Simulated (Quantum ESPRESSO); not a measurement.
Runs of Quantum ESPRESSO 7.5 on C. The structure is cubic, space group Fd-3m (No. 227). Conventional cell: a = 3.567 Å, b = 3.567 Å, c = 3.567 Å, α = 90.00°, β = 90.00°, γ = 90.00°. Around C (site symmetry -43m) lie 4 C at 1.54 Å. This isn't the form of C at room conditions, which is graphite.

```tsv
cell	k mesh	mesh quality	gap on the mesh (eV)
volume scaled by 0.92	6 × 6 × 6	coarse	(b)
as given	8 × 8 × 8	not flagged	4.05
volume scaled by 1.04	6 × 6 × 6	coarse	(a)
volume scaled by 0.96	6 × 6 × 6	coarse	4.17
volume scaled by 1.08	6 × 6 × 6	coarse	3.89
```

Alike in all rows: task single point; level PBEsol; potentials or basis PseudoDojo 0.4.1 SR PBEsol standard; no spin polarisation; cutoff (eV) 1116; smearing fixed.

Estimate the missing entries.

(a) 3.98; (b) 4.28.

Caveats: some runs use coarse meshes.

A k mesh can miss the band edges.

Runs at the PBE level aren't shown here.
